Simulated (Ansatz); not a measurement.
Crystal: TePb.

```
Pb Te
1.0
     0.00000    3.23100    3.23100
     3.23100    0.00000    3.23100
     3.23100    3.23100    0.00000
Pb Te
1 1
Direct
  0.00000 0.00000 0.00000
  0.50000 0.50000 0.50000
```

| Property | Result |
| --- | --- |
| Program | Ansatz 0.2.0 |
| Task | relaxation of cell and atoms |
| Functional | RPBE |
| Dispersion | D3(BJ) |
| Potentials or basis | Ansatz PAW |
| Cutoff | 420 eV (not typed: the program's choice for these potentials) |
| k mesh | 7 × 7 × 7 |
| Occupations | fermi-dirac, width 0.05 eV |
| Spin | no spin polarisation |

At the start: volume 33.73 Å³/atom.

Task: Where does the relaxation end?

Result: It ends after 6 steps and the volume is 26.98 Å³/atom (-20.0 %); space group Fm-3m (No. 225, to 0.05 Å).

Step by step:
```tsv
step	energy change (eV)	largest force (eV/Å)	volume (Å³)
1	0.0000	0.0000	67.46
2	-0.4779	0.0000	58.07
3	-0.5234	0.0000	51.82
4	-0.5449	0.0000	54.15
5	-0.5451	0.0000	53.96
6	-0.5436	0.0000	53.96
```

Final structure:
```
CELL_PARAMETERS angstrom
0.00000 2.99923 2.99923
2.99923 0.00000 2.99923
2.99923 2.99923 0.00000
ATOMIC_POSITIONS crystal
Pb 0.00000 0.00000 0.00000
Te 0.50000 0.50000 0.50000
```

Caveat: the volume moved by over 15 % at a fixed basis, so the end points are rough; the plane-wave basis is chosen anew once the cell has moved, so the energies of steps on either side of that aren't comparable; the PAW data sets come from PBE, with cores solved anew for the run's functional, which leaves a small shift of forces and pressure.
